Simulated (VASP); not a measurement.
# ZnS (F-43m) in VASP: a series of runs, part 3 of 3

VASP 6.6.1. Earlier steps stand in the parts before.

### Step 5. Dielectric tensor, PBE

INCAR

```
PREC     = Accurate       # precision mode
ENCUT    = 500            # plane-wave cutoff, eV
EDIFF    = 1E-8           # SCF threshold, eV
ISMEAR   = 0              # smearing method
SIGMA    = 0.01           # smearing width, eV
LREAL    = F              # projectors in reciprocal space
LASPH    = T              # aspherical terms in the spheres
NELM     = 100            # most SCF steps
ALGO     = Normal         # electronic algorithm
ISIF     = 2              # what is computed and relaxed
LWAVE    = F              # write WAVECAR
LCHARG   = F              # write CHGCAR
GGA      = PE             # functional
LEPSILON = T              # dielectric tensor by DFPT
```

KPOINTS

```
regular mesh
0
Gamma
  8 8 8
```

POSCAR

```
ZnS
1.0
    0.0000000000      2.7020000000      2.7020000000
    2.7020000000      0.0000000000      2.7020000000
    2.7020000000      2.7020000000      0.0000000000
Zn S
1 1
Direct
    0.7500000000      0.7500000000      0.7500000000
    0.0000000000      0.0000000000      0.0000000000
```

Potentials or basis: VASP PAW PBE potentials, release 64 (Zn, S).

On the command line:

```sh
$ cat potpaw_PBE.64/Zn/POTCAR potpaw_PBE.64/S/POTCAR > POTCAR
$ mpirun -np 1 vasp_std > vasp.out
```

OUTCAR:

```text
PREC = Accurate
   ENCUT = 500
   EDIFF = 1E-8
   ISMEAR = 0
   LREAL = F
   LASPH = T
   NELM = 100
   ISIF = 2
   GGA = PE
   LEPSILON = T

 Found     29 irreducible k-points:

 Following reciprocal coordinates:
            Coordinates               Weight
  0.000000  0.000000  0.000000      1.000000
  0.125000  0.000000  0.000000      8.000000
  0.250000  0.000000  0.000000      8.000000
  0.375000  0.000000  0.000000      8.000000
  0.500000  0.000000  0.000000      4.000000
  0.125000  0.125000  0.000000      6.000000
   k-points           NKPTS =     29   k-points in BZ     NKDIM =     29   number of bands    NBANDS=     13
   number of dos      NEDOS =    301   number of ions     NIONS =      2
   total plane-waves  NPLWV =  21952
   dimension x,y,z NGX =    28 NGY =   28 NGZ =   28
   dimension x,y,z NGXF=    56 NGYF=   56 NGZF=   56
   ions per type =               1   1
   NGX,Y,Z   is equivalent  to a cutoff of  12.18, 12.18, 12.18 a.u.
   NGXF,Y,Z  is equivalent  to a cutoff of  24.36, 24.36, 24.36 a.u.
 SYSTEM =  unknown system
   PREC   = accura    normal or accurate (medium, high low for compatibility)
   ISTART =      0    job   : 0-new  1-cont  2-samecut
   ICHARG =      2    charge: 1-file 2-atom 10-const
   ISPIN  =      1    spin polarized calculation?
   LNONCOLLINEAR =      F non collinear calculations
   LSORBIT =      F    spin-orbit coupling
   LASPH  =      T    aspherical Exc in radial PAW
   ENCUT  =  500.0 eV  36.75 Ry    6.06 a.u.   6.97  6.97  6.97*2*pi/ulx,y,z
   NELM   =    100;   NELMIN=  2; NELMDL= -5     # of ELM steps
   EDIFF  = 0.1E-07   stopping-criterion for ELM
   LREAL  =      F    real-space projection
   EDIFFG = 0.1E-06   stopping-criterion for IOM
   NSW    =      0    number of steps for IOM
   IBRION =     -1    ionic relax: 0-MD 1-quasi-New 2-CG
   NFREE  =      0    steps in history (QN), initial steepest desc. (CG)
   ISIF   =      2    stress and relaxation
   ISYM   =      2    0-nonsym 1-usesym 2-fastsym
   POTIM  = 0.5000    time-step for ionic-motion
   TEBEG  =    0.0;   TEEND  =   0.0 temperature during run
   PSTRESS=    0.0 pullay stress
   NELECT =      18.0000    total number of electrons
   NUPDOWN=      -1.0000    fix difference up-down
   EMIN   =  10.00;   EMAX   =-10.00  energy-range for DOS
   EFERMI =   0.00;   METHOD = LEGACY
   ISMEAR =     0;   SIGMA  =   0.01  broadening in eV -4-tet -1-fermi 0-gaus
   EFERMI_NEDOS =   21; number of points for ismear=-14 and -15
   IALGO  =     38    algorithm
   IMIX   =      4    mixing-type and parameters
     AMIX     =   0.40;   BMIX     =  1.00
     AMIX_MAG =   1.60;   BMIX_MAG =  1.00
  volume/ion in A,a.u.               =      19.73       133.12
  Fermi-wavevector in a.u.,A,eV,Ry     =   1.260290  2.381602 21.610537  1.588330
  Thomas-Fermi vector in A             =   2.393807
   LORBIT       =      0    0 simple, 1 ext, 2 COOP (PROOUT), +10 PAW based schemes
   GGA     = PE    functional components
   LHFCALC =     F    Hartree Fock is set to
   AEXX    =    0.0000 exact exchange contribution
   IVDW    =     0    specifies the selected vdW correction
   LEPSILON=     T    determine dielectric tensor
   LRPA    =     F    only Hartree local field effects (RPA)
 non-spin polarized calculation
 Gauss-broadening in eV      SIGMA  =   0.01
  energy-cutoff  :      500.00
  volume of cell :       39.45
 maximum number of plane-waves:      1018
[... 111 lines left out ...]
  FORCE on cell =-STRESS in cart. coord.  units (eV):
  Direction    XX          YY          ZZ          XY          YZ          ZX
  --------------------------------------------------------------------------------------
  -------------------------------------------------------------------------------------
  Total        0.4301418      0.4301418      0.4301418     -0.0000000     -0.0000000      0.0000000
  in kB       17.4677193     17.4677193     17.4677193     -0.0000000     -0.0000000      0.0000000
  external PRESSURE =      17.4677193 kB  Pullay stress =       0.0000000 kB

 VOLUME and BASIS-vectors are now :
 -----------------------------------------------------------------------------
  energy-cutoff  :      500.00
  volume of cell :       39.45
      direct lattice vectors                 reciprocal lattice vectors
     0.000000000  2.702000000  2.702000000    -0.185048113  0.185048113  0.185048113
     2.702000000  0.000000000  2.702000000     0.185048113 -0.185048113  0.185048113
     2.702000000  2.702000000  0.000000000     0.185048113  0.185048113 -0.185048113

 POSITION                                       TOTAL-FORCE (eV/Angst)
 -----------------------------------------------------------------------------------
      4.05300      4.05300      4.05300         0.000000      0.000000      0.000000
      0.00000      0.00000      0.00000        -0.000000     -0.000000     -0.000000
 -----------------------------------------------------------------------------------
    total drift:                                0.000001      0.000001      0.000001

  FREE ENERGIE OF THE ION-ELECTRON SYSTEM (eV)
  ---------------------------------------------------
  free  energy   TOTEN  =        -6.8469254935 eV

  energy  without entropy=       -6.8469254935  energy(sigma->0) =       -6.84692549

 HEAD OF MICROSCOPIC STATIC DIELECTRIC TENSOR (INDEPENDENT PARTICLE, excluding Hartree and local field effects)
 ------------------------------------------------------
           6.383587     0.000000     0.000000
           0.000000     6.383587     0.000000
          -0.000000     0.000000     6.383587
 ------------------------------------------------------

 Free energy of the ion-electron system (eV)
  ---------------------------------------------------
  ---------------------------------------------------
  free energy    TOTEN  =        -0.58983872 eV

  energy without entropy =       -0.58983872

------------------------ aborting loop because EDIFF is reached ----------------------------------------

--------------------------------------- Ionic step        2  -------------------------------------------

------------------------ aborting loop because EDIFF is reached ----------------------------------------

--------------------------------------- Ionic step        3  -------------------------------------------

 Free energy of the ion-electron system (eV)
  ---------------------------------------------------
  ---------------------------------------------------
  free energy    TOTEN  =        -0.58983881 eV

  energy without entropy =       -0.58983881

------------------------ aborting loop because EDIFF is reached ----------------------------------------

 PIEZOELECTRIC TENSOR FIELD DIRECTION 3  (e Angst)
 -----------------------------------------------------------------------------
    -0.00026 -1.66395  0.00000           ( -0.00000  0.02092  0.00000)
    -1.66395 -0.00026  0.00000           (  0.02092 -0.00000  0.00000)
     0.00000  0.00000 -0.00090           (  0.00000  0.00000 -0.00000)

 PIEZOELECTRIC TENSOR FIELD DIRECTION 3  (C/m^2)
 -----------------------------------------------------------------------------
    -0.00011 -0.67572  0.00000
    -0.67572 -0.00011  0.00000
     0.00000  0.00000 -0.00037

 MACROSCOPIC STATIC DIELECTRIC TENSOR (including local field effects in DFT)
 ------------------------------------------------------
           5.999115    -0.000000     0.000000
           0.000000     5.999115     0.000000
           0.000000    -0.000000     5.999115
 ------------------------------------------------------

 PIEZOELECTRIC TENSOR (including local field effects)  for field in x, y, z        (e  Angst)
          XX          YY          ZZ          XY          YZ          ZX
  --------------------------------------------------------------------------------
  x     0.00000     0.00000     0.00000     0.00000    -1.67879     0.00000
  y     0.00000     0.00000    -0.00000     0.00000     0.00000    -1.67879
  z     0.00000     0.00000     0.00000    -1.67879     0.00000     0.00000

 PIEZOELECTRIC TENSOR (including local field effects)  for field in x, y, z        (C/m^2)
          XX          YY          ZZ          XY          YZ          ZX
  --------------------------------------------------------------------------------
  x     0.00000     0.00000     0.00000     0.00000    -0.68174     0.00000
  y     0.00000     0.00000    -0.00000     0.00000     0.00000    -0.68174
  z     0.00000     0.00000     0.00000    -0.68174     0.00000     0.00000

 BORN EFFECTIVE CHARGES (including local field effects) (in |e|, cummulative output)
 ---------------------------------------------------------------------------------
 ion    1
    1     2.01576     0.00000     0.00000
    2     0.00000     2.01576     0.00000
    3     0.00000    -0.00000     2.01576
 ion    2
    1    -2.01576     0.00000     0.00000
    2     0.00000    -2.01576     0.00000
    3     0.00000     0.00000    -2.01576
```

It took 2.9 min on 1 thread of Intel Xeon Platinum 8488C (Sapphire Rapids), shared host; peak memory 0.25 GiB.

The run converged, but some of its settings lie outside the range that counts as converged, so its numbers aren't taken as properties of the crystal.

What came out:

| Quantity | Value |
| --- | --- |
| Band gap on the k mesh | 2.11 eV, direct |
| Electronic dielectric tensor (diagonal) | 6.00 |
| Born charges (mean of the diagonal) | Zn +2.02; S -2.02 e |

### Step 6. Dielectric tensor, PBE

INCAR, as its differences from that of step 5:

```diff
@@ -1,3 +1,3 @@
 PREC     = Accurate       # precision mode
-ENCUT    = 500            # plane-wave cutoff, eV
+ENCUT    = 600            # plane-wave cutoff, eV
 EDIFF    = 1E-8           # SCF threshold, eV
```

KPOINTS is that of step 5.

POSCAR is that of step 5.

Potentials or basis: VASP PAW PBE potentials, release 64 (Zn, S).

On the command line:

```sh
$ cat potpaw_PBE.64/Zn/POTCAR potpaw_PBE.64/S/POTCAR > POTCAR
$ mpirun -np 1 vasp_std > vasp.out
```

OUTCAR:

```text
PREC = Accurate
   ENCUT = 600
   EDIFF = 1E-8
   ISMEAR = 0
   LREAL = F
   LASPH = T
   NELM = 100
   ISIF = 2
   GGA = PE
   LEPSILON = T

 Found     29 irreducible k-points:

 Following reciprocal coordinates:
            Coordinates               Weight
  0.000000  0.000000  0.000000      1.000000
  0.125000  0.000000  0.000000      8.000000
  0.250000  0.000000  0.000000      8.000000
  0.375000  0.000000  0.000000      8.000000
  0.500000  0.000000  0.000000      4.000000
  0.125000  0.125000  0.000000      6.000000
   k-points           NKPTS =     29   k-points in BZ     NKDIM =     29   number of bands    NBANDS=     13
   number of dos      NEDOS =    301   number of ions     NIONS =      2
   total plane-waves  NPLWV =  32768
   dimension x,y,z NGX =    32 NGY =   32 NGZ =   32
   dimension x,y,z NGXF=    64 NGYF=   64 NGZF=   64
   ions per type =               1   1
   NGX,Y,Z   is equivalent  to a cutoff of  13.92, 13.92, 13.92 a.u.
   NGXF,Y,Z  is equivalent  to a cutoff of  27.84, 27.84, 27.84 a.u.
 SYSTEM =  unknown system
   PREC   = accura    normal or accurate (medium, high low for compatibility)
   ISTART =      0    job   : 0-new  1-cont  2-samecut
   ICHARG =      2    charge: 1-file 2-atom 10-const
   ISPIN  =      1    spin polarized calculation?
   LNONCOLLINEAR =      F non collinear calculations
   LSORBIT =      F    spin-orbit coupling
   LASPH  =      T    aspherical Exc in radial PAW
   ENCUT  =  600.0 eV  44.10 Ry    6.64 a.u.   7.63  7.63  7.63*2*pi/ulx,y,z
   NELM   =    100;   NELMIN=  2; NELMDL= -5     # of ELM steps
   EDIFF  = 0.1E-07   stopping-criterion for ELM
   LREAL  =      F    real-space projection
   EDIFFG = 0.1E-06   stopping-criterion for IOM
   NSW    =      0    number of steps for IOM
   IBRION =     -1    ionic relax: 0-MD 1-quasi-New 2-CG
   NFREE  =      0    steps in history (QN), initial steepest desc. (CG)
   ISIF   =      2    stress and relaxation
   ISYM   =      2    0-nonsym 1-usesym 2-fastsym
   POTIM  = 0.5000    time-step for ionic-motion
   TEBEG  =    0.0;   TEEND  =   0.0 temperature during run
   PSTRESS=    0.0 pullay stress
   NELECT =      18.0000    total number of electrons
   NUPDOWN=      -1.0000    fix difference up-down
[... 170 lines left out ...]
 ------------------------------------------------------

 Free energy of the ion-electron system (eV)
  ---------------------------------------------------
  ---------------------------------------------------
  free energy    TOTEN  =        -0.58999584 eV

  energy without entropy =       -0.58999584

------------------------ aborting loop because EDIFF is reached ----------------------------------------

--------------------------------------- Ionic step        2  -------------------------------------------

------------------------ aborting loop because EDIFF is reached ----------------------------------------

--------------------------------------- Ionic step        3  -------------------------------------------

 Free energy of the ion-electron system (eV)
  ---------------------------------------------------
  ---------------------------------------------------
  free energy    TOTEN  =        -0.58999593 eV

  energy without entropy =       -0.58999593

------------------------ aborting loop because EDIFF is reached ----------------------------------------

 PIEZOELECTRIC TENSOR FIELD DIRECTION 3  (e Angst)
 -----------------------------------------------------------------------------
    -0.00045 -1.66415  0.00000           ( -0.00000  0.02089  0.00000)
    -1.66415 -0.00045  0.00000           (  0.02089 -0.00000  0.00000)
     0.00000  0.00000 -0.00051           (  0.00000  0.00000 -0.00000)

 PIEZOELECTRIC TENSOR FIELD DIRECTION 3  (C/m^2)
 -----------------------------------------------------------------------------
    -0.00018 -0.67580  0.00000
    -0.67580 -0.00018  0.00000
     0.00000  0.00000 -0.00021

 MACROSCOPIC STATIC DIELECTRIC TENSOR (including local field effects in DFT)
 ------------------------------------------------------
           5.998737    -0.000000     0.000000
          -0.000000     5.998737     0.000000
          -0.000000     0.000000     5.998737
 ------------------------------------------------------

 PIEZOELECTRIC TENSOR (including local field effects)  for field in x, y, z        (e  Angst)
          XX          YY          ZZ          XY          YZ          ZX
  --------------------------------------------------------------------------------
  x     0.00000     0.00000    -0.00000     0.00000    -1.67892    -0.00000
  y     0.00000    -0.00000     0.00000     0.00000    -0.00000    -1.67892
  z    -0.00000     0.00000     0.00000    -1.67892     0.00000     0.00000

 PIEZOELECTRIC TENSOR (including local field effects)  for field in x, y, z        (C/m^2)
          XX          YY          ZZ          XY          YZ          ZX
  --------------------------------------------------------------------------------
  x     0.00000     0.00000    -0.00000     0.00000    -0.68180    -0.00000
  y     0.00000    -0.00000     0.00000     0.00000    -0.00000    -0.68180
  z    -0.00000     0.00000     0.00000    -0.68180     0.00000     0.00000

 BORN EFFECTIVE CHARGES (including local field effects) (in |e|, cummulative output)
 ---------------------------------------------------------------------------------
 ion    1
    1     2.01582     0.00000     0.00000
    2     0.00000     2.01582     0.00000
    3     0.00000     0.00000     2.01582
 ion    2
    1    -2.01582     0.00000     0.00000
    2    -0.00000    -2.01582    -0.00000
    3     0.00000     0.00000    -2.01582
```

stdout:

```text
POSCAR found type information on POSCAR ZnS
 POSCAR found :  2 types and       2 ions
 scaLAPACK will be used
 LDA part: xc-table for (Slater+PW92), standard interpolation
 POSCAR, INCAR and KPOINTS ok, starting setup
 FFT: planning ... GRIDC
 FFT: planning ... GRID_SOFT
 FFT: planning ... GRID
 WAVECAR not read
 entering main loop
 Linear response reoptimize wavefunctions to high precision
 Linear response G [H, r] |phi>, progress :
  Direction:   1
 Linear response G [H, r] |phi>, progress :
  Direction:   2
 Linear response G [H, r] |phi>, progress :
  Direction:   3
 Linear response to external field (no local field effect), progress :
  Direction:   1
 dielectric tensor                  component  1 :     7.230     2.731     0.710
 Linear response to external field (no local field effect), progress :
  Direction:   2
 dielectric tensor                  component  2 :     2.731     7.496    -0.956
 Linear response to external field (no local field effect), progress :
  Direction:   3
 dielectric tensor                  component  3 :     0.707    -0.955     4.423
 Linear response to external field, progress :
  Direction:   1
 dielectric tensor                  component  1 :     5.999     1.175     0.610
 Linear response to external field, progress :
  Direction:   2
 dielectric tensor                  component  2 :     1.130     5.999     0.491
 Linear response to external field, progress :
  Direction:   3
 dielectric tensor                  component  3 :     0.889     0.897     5.999
 Born effective charges drift removed
```

Run time: 3.2 min. Hardware: 1 thread of Intel Xeon Platinum 8488C (Sapphire Rapids), shared host; peak memory 0.32 GiB.

These settings aren't checked as converged: the numbers below hold their error.

Results:

```
Band gap on the k mesh                  : 2.11 eV, direct
Electronic dielectric tensor (diagonal) : 6.00
Born charges (mean of the diagonal)     : Zn +2.02; S -2.02 e
```

### Step 7. For comparison

An earlier run on the cell as given: functional PBEsol; potentials or basis VASP PAW PBE potentials, release 64 (Zn, S); cutoff 520 eV; k mesh 9 × 9 × 9; occupations fermi-dirac, width 0.05 eV; no spin polarisation.

* Pressure: -1.8 GPa
* Band gap on the k mesh: 1.98 eV, direct
